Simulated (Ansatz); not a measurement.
## hcp against bcc along the 5d metals

All numbers below come from Ansatz 0.2.0, DFT, RPBE, plane waves (420 eV) with PAW, scalar-relativistic. (PAW data from PBE, frozen cores regenerated.)

Each structure is relaxed within its symmetry, in the lowest magnetic state of the tried starts. Differences under about 8 meV lie within the error of the k-point mesh.

```tsv
element	E(hcp) − E(bcc) (meV/atom)	V(hcp) (Å³/atom)	V(bcc) (Å³/atom)	state of hcp	state of bcc
Lu	-127	30.55	31.14	spin not included	spin not included
Hf	-188	23.17	23.02	spin not included	spin not included
Ta	274	19.07	18.64	spin not included	spin not included
W	499	16.74	16.35	spin not included	spin not included
Re	-298	15.11	15.25	spin not included	spin not included
Os	-876	14.43	14.95	spin not included	spin not included
Ir	-550	14.76	15.26	spin not included	spin not included
Pt	-34	16.05	16.13	spin not included	spin not included
Au	-13	18.52	18.56	spin not included	spin not included
```
